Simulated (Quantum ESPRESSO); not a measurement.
# Zr (P6_3/mmc) in Quantum ESPRESSO: a series of runs, part 4 of 4

Quantum ESPRESSO 7.5.

## (6) Phonons, PBEsol, target pressure 80 GPa, at which the enthalpy is minimised

pw.in

```
&CONTROL
  calculation = 'scf'
  prefix = 'pwscf'
  outdir = './tmp'
  pseudo_dir = './pseudo'
  tprnfor = .true.
  tstress = .true.
  disk_io = 'low'
/
&SYSTEM
  ibrav = 0
  nat = 2
  ntyp = 1
  ecutwfc = 45
  ecutrho = 360
  nbnd = 19
  occupations = 'smearing'
  smearing = 'mv'
  degauss = 0.01469973
/
&ELECTRONS
  conv_thr = 4d-10
  electron_maxstep = 120
  mixing_beta = 0.5
/
ATOMIC_SPECIES
Zr    91.2240 zr_pbesol_v1.uspp.F.UPF
CELL_PARAMETERS bohr
   6.1075948348    0.0000000000    0.0000000000
  -3.0537974174    5.2893322829    0.0000000000
   0.0000000000    0.0000000000    9.7264203634
ATOMIC_POSITIONS bohr
Zr     3.0537974177    1.7631107608    7.2948152726
Zr    -0.0000000003    3.5262215221    2.4316050909
K_POINTS automatic
8 8 4 0 0 0
```

relax.in

```
&CONTROL
  calculation = 'vc-relax'
  prefix = 'pwscf'
  outdir = './tmp'
  pseudo_dir = './pseudo'
  tprnfor = .true.
  tstress = .true.
  disk_io = 'low'
  nstep = 40
  forc_conv_thr = 0.0001
  etot_conv_thr = 1d-06
/
&SYSTEM
  ibrav = 0
  nat = 2
  ntyp = 1
  ecutwfc = 45
  ecutrho = 360
  nbnd = 19
  occupations = 'smearing'
  smearing = 'mv'
  degauss = 0.01469973
/
&ELECTRONS
  conv_thr = 4d-10
  electron_maxstep = 120
  mixing_beta = 0.5
/
&IONS
  ion_dynamics = 'bfgs'
/
&CELL
  cell_dynamics = 'bfgs'
  press = 800
  press_conv_thr = 0.2
/
ATOMIC_SPECIES
Zr    91.2240 zr_pbesol_v1.uspp.F.UPF
CELL_PARAMETERS bohr
   6.1075948348    0.0000000000    0.0000000000
  -3.0537974174    5.2893322829    0.0000000000
   0.0000000000    0.0000000000    9.7264203634
ATOMIC_POSITIONS bohr
Zr     3.0537974177    1.7631107608    7.2948152726
Zr    -0.0000000003    3.5262215221    2.4316050909
K_POINTS automatic
8 8 4 0 0 0
```

scf2.in

```
&CONTROL
  calculation = 'scf'
  prefix = 'pwscf'
  outdir = './tmp'
  pseudo_dir = './pseudo'
  tprnfor = .true.
  tstress = .true.
  disk_io = 'low'
/
&SYSTEM
  ibrav = 0
  nat = 2
  ntyp = 1
  ecutwfc = 45
  ecutrho = 360
  nbnd = 19
  occupations = 'smearing'
  smearing = 'mv'
  degauss = 0.01469973
/
&ELECTRONS
  conv_thr = 1d-13
  electron_maxstep = 120
  mixing_beta = 0.5
  startingpot = 'file'
  startingwfc = 'file'
/
ATOMIC_SPECIES
Zr    91.2240 zr_pbesol_v1.uspp.F.UPF
CELL_PARAMETERS bohr
   5.0221481074    0.0000000000    0.0000000000
  -2.5110740537    4.3493078426    0.0000000000
   0.0000000000    0.0000000000    9.0465093433
ATOMIC_POSITIONS bohr
Zr     2.5110740539    1.4497692807    6.7848820075
Zr    -0.0000000003    2.8995385619    2.2616273358
K_POINTS automatic
8 8 4 0 0 0
```

ph.in

```
phonons of Zr
&INPUTPH
  prefix = 'pwscf'
  outdir = './tmp'
  tr2_ph = 1d-16
  fildyn = 'dyn'
  niter_ph = 60
  alpha_mix(1) = 0.4
/
0.0000000000 0.0000000000 0.0000000000
```

dynmat.in

```
&INPUT
  fildyn = 'dyn'
  asr = 'crystal'
  filout = 'dynmat.disp'
  fileig = 'dynmat.eig'
/
```

Potentials or basis: GBRV 1.5 PBEsol.

Started as:

```console
> OMP_NUM_THREADS=1 pw.x -in pw.in > pw.out
> OMP_NUM_THREADS=1 pw.x -in relax.in > relax.out
> OMP_NUM_THREADS=1 pw.x -in scf2.in > scf2.out
> OMP_NUM_THREADS=1 ph.x -in ph.in > ph.out
> OMP_NUM_THREADS=1 dynmat.x -in dynmat.in > dynmat.out
```

pw.out:

```text
This program is part of the open-source Quantum ESPRESSO suite
     for quantum simulation of materials; please cite
[... 9 lines left out ...]
     --------------------
     sticks:   dense  smooth     PW     G-vecs:    dense   smooth      PW
     Sum         925     463    151                36347    12827    2189

     Using Slab Decomposition

     bravais-lattice index     =            0
     lattice parameter (alat)  =       6.1076  a.u.
     unit-cell volume          =     314.2130 (a.u.)^3
     number of atoms/cell      =            2
     number of atomic types    =            1
     number of electrons       =        24.00
     number of Kohn-Sham states=           19
     kinetic-energy cutoff     =      45.0000  Ry
     charge density cutoff     =     360.0000  Ry
     scf convergence threshold =      4.0E-10
     mixing beta               =       0.5000
     number of iterations used =            8  plain     mixing
     Exchange-correlation= SLA  PW   PSX  PSC
                           (   1   4  10   8   0   0   0)
[... 250 lines left out ...]
    19.1637  19.1638  19.2588

          k = 0.1250 0.2165 0.0000 (  1621 PWs)   bands (ev):
[... 85 lines left out ...]
   -34.5522 -34.5522 -13.0726 -13.0726 -12.7652 -12.7652 -12.4255 -12.4255
    12.1292  12.1292  13.1690  13.1690  13.9752  13.9752  16.1081  16.1081
    18.5454  18.5454  21.5014

     the Fermi energy is    14.0639 ev

!    total energy              =    -198.26206933 Ry
     estimated scf accuracy    <          1.8E-11 Ry
     smearing contrib. (-TS)   =      -0.00057858 Ry
     internal energy E=F+TS    =    -198.26149075 Ry

     The total energy is F=E-TS. E is the sum of the following terms:
     one-electron contribution =     -35.97581295 Ry
     hartree contribution      =      27.14054682 Ry
     xc contribution           =     -35.28884402 Ry
     ewald contribution        =    -154.13738060 Ry

     convergence has been achieved in   8 iterations

     negative rho (up, down):  1.237E-01 0.000E+00

     Forces acting on atoms (cartesian axes, Ry/au):

     atom    1 type  1   force =    -0.00000000   -0.00000000    0.00000000
     atom    2 type  1   force =     0.00000000    0.00000000    0.00000000

     Total force =     0.000000     Total SCF correction =     0.000000

     Computing stress (Cartesian axis) and pressure

     negative rho (up, down):  1.237E-01 0.000E+00
          total   stress  (Ry/bohr**3)                   (kbar)     P=      -31.32
  -0.00021107   0.00000000   0.00000000          -31.05        0.00        0.00
   0.00000000  -0.00021107   0.00000000            0.00      -31.05        0.00
  -0.00000000   0.00000000  -0.00021650           -0.00        0.00      -31.85

=------------------------------------------------------------------------------=
   JOB DONE.
=------------------------------------------------------------------------------=
```

It took 4.3 min on 1 thread of Arm Neoverse V2, shared host; peak memory 0.17 GiB.

Results:

```yaml
Free_energy: -2694.6233 eV
Relaxed_volume: 14.64 Å³/atom
Relaxed_cell: a = 2.658 Å, b = 2.658 Å, c = 4.787 Å, α = 90.00°, β = 90.00°, γ = 120.00°
Space_group_after_relaxing_to_0.05_Å: P6_3/mmc (No. 194)
Pressure_after_relaxing: 80.0 GPa
Band_gap_on_the_k_mesh: none (metal or under the smearing width)
Highest_phonon_frequency_at_Γ: 351 cm⁻¹
Most_unstable_mode: 180i cm⁻¹
```

Step by step:
| step | energy change (eV) | largest force (eV/Å) | pressure (GPa) | volume (Å³) |
| --- | --- | --- | --- | --- |
| 1 | 0.0000 | 0.0000 | -3.13 | 46.56 |
| 2 | 2.8629 | 0.0000 | 79.89 | 29.52 |
| 3 | 2.8671 | 0.0000 | 79.85 | 29.47 |
| 4 | 2.8919 | 0.0000 | 79.80 | 29.36 |
| 5 | 2.8879 | 0.0000 | 79.66 | 29.33 |
| 6 | 2.8942 | 0.0000 | 80.31 | 29.26 |
| 7 | 2.8608 | 0.0000 | 79.85 | 29.30 |
| 8 | 2.8767 | 0.0000 | 80.20 | 29.26 |
| 9 | 2.8647 | 0.0000 | 79.92 | 29.29 |
| 10 | 2.8686 | 0.0000 | 80.01 | 29.28 |
| 11 | 2.8680 | 0.0000 | 80.00 | 29.28 |

Final structure:
```cif
data_structure
_symmetry_space_group_name_H-M 'P 1'
_symmetry_Int_Tables_number 1
_cell_length_a 2.6576
_cell_length_b 2.6576
_cell_length_c 4.7872
_cell_angle_alpha 90.000
_cell_angle_beta 90.000
_cell_angle_gamma 120.000
_cell_volume 29.28
loop_
_atom_site_label
_atom_site_type_symbol
_atom_site_fract_x
_atom_site_fract_y
_atom_site_fract_z
_atom_site_occupancy
Zr1 Zr 0.66667 0.33333 0.75000 1
Zr2 Zr 0.33333 0.66667 0.25000 1
```

Levels at points of the mesh, in eV from the Fermi level:
| k point | band 10 | band 11 | band 12 | band 13 | band 14 | band 15 |
| --- | --- | --- | --- | --- | --- | --- |
| (0.00, 0.00, 0.00) | -3.92 | -0.64 | 1.03 | 1.03 | 1.84 | 1.84 |
| (0.00, 0.00, -0.50) | -3.62 | -0.50 | -0.50 | 1.12 | 1.12 | 1.12 |
| (0.00, -0.50, 0.00) | -4.27 | -3.48 | 0.20 | 1.35 | 1.68 | 2.08 |
| (0.00, -0.50, -0.50) | -4.68 | -2.98 | -2.98 | 3.80 | 3.80 | 4.36 |

Phonon frequencies in cm⁻¹ (negative: imaginary):
| q point | frequencies |
| --- | --- |
| (0.000, 0.000, 0.000) | -180 -180 -1 -1 -1 351 |

Optical modes at Γ, degenerate ones joined:
```tsv
cm⁻¹	components	symmetry	active in
180i	2	E2g	Raman
351	1	B1g	silent
```

Caveat: the mesh is thin for the phonons of a metal; some modes are imaginary; the volume moved by over 15 % at a fixed basis, so the end points are rough; the cell is more than 3 GPa from zero pressure, which shifts response properties.

## (7) Overview

```csv
cell,gap on the mesh (eV),pressure (GPa)
relaxed,none,0.0
relaxed to 10 GPa,none,10.0
relaxed to 25 GPa,none,25.0
relaxed to 50 GPa,none,50.0
relaxed to 80 GPa,none,80.0
```

Alike in all rows: task phonons; level PBEsol; potentials or basis GBRV 1.5 PBEsol; no spin polarisation; k mesh 8 × 8 × 4; cutoff (eV) 612; smearing cold 0.2 eV.

Caveats: the mesh is thin for the phonons of a metal; the cell is more than 3 GPa from zero pressure, which shifts response properties (some runs); some modes are imaginary (some runs); the volume moved by over 15 % at a fixed basis, so the end points are rough (some runs).

Total energies depend on the potentials used, so only differences within one code and one set of settings carry meaning.
